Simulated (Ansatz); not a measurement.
Ga2O3:

```
Ga O
1.0
     6.10700   -1.51855    0.00000
     6.10700    1.51855    0.00000
    -1.38599    0.00000    5.63001
Ga O
4 6
Direct
  0.34134 0.34134 0.68598
  0.65866 0.65866 0.31402
  0.90950 0.90950 0.20540
  0.09050 0.09050 0.79460
  0.50410 0.50410 0.74340
  0.49590 0.49590 0.25660
  0.82670 0.82670 0.43680
  0.17330 0.17330 0.56320
  0.83550 0.83550 0.89020
  0.16450 0.16450 0.10980
```

| Quantity | Value |
| --- | --- |
| Program | Ansatz 0.2.0 |
| Task | relaxation of cell and atoms |
| Functional | BLYP |
| Potentials or basis | Ansatz PAW |
| Cutoff | 420 eV (not typed: the program's choice for these potentials) |
| k mesh | 9 × 9 × 5 |
| Occupations | fermi-dirac, width 0.05 eV |
| Spin | no spin polarisation |

At the start: volume 10.44 Å³/atom.

How do energy, volume and symmetry change on relaxing?

It ends after 9 steps and the volume is 11.28 Å³/atom (+8.1 %); space group C2/m (No. 12, to 0.05 Å).

The path:
| step | energy change (eV) | largest force (eV/Å) | volume (Å³) |
| --- | --- | --- | --- |
| 1 | 0.0000 | 0.2659 | 104.42 |
| 2 | -0.2451 | 0.1690 | 109.17 |
| 3 | -0.2811 | 0.0362 | 111.96 |
| 4 | -0.2808 | 0.0233 | 112.25 |
| 5 | -0.2811 | 0.0091 | 112.22 |
| 6 | -0.3444 | 0.0115 | 112.22 |
| 7 | -0.3428 | 0.0039 | 112.79 |
| 8 | -0.3425 | 0.0021 | 112.83 |
| 9 | -0.3460 | 0.0023 | 112.83 |

Final structure:
```yaml
crystal:
  lattice:
    - [6.29476, -1.55592, 0.01200]
    - [6.29476, 1.55592, 0.01200]
    - [-1.41754, 0.00000, 5.75758]
  atoms:
    - { symbol: Ga, position: [0.34188, 0.34188, 0.68673] }
    - { symbol: Ga, position: [0.65812, 0.65812, 0.31327] }
    - { symbol: Ga, position: [0.91058, 0.91058, 0.20635] }
    - { symbol: Ga, position: [0.08942, 0.08942, 0.79365] }
    - { symbol: O, position: [0.50429, 0.50429, 0.74230] }
    - { symbol: O, position: [0.49571, 0.49571, 0.25770] }
    - { symbol: O, position: [0.82569, 0.82569, 0.43370] }
    - { symbol: O, position: [0.17431, 0.17431, 0.56630] }
    - { symbol: O, position: [0.83881, 0.83881, 0.89137] }
    - { symbol: O, position: [0.16119, 0.16119, 0.10863] }
```

Caveat: the plane-wave basis is chosen anew once the cell has moved, so the energies of steps on either side of that aren't comparable; the pressure holds a Pulay correction of +0.9 GPa for the finite cutoff; the PAW data sets come from PBE, with cores solved anew for the run's functional, which leaves a small shift of forces and pressure.
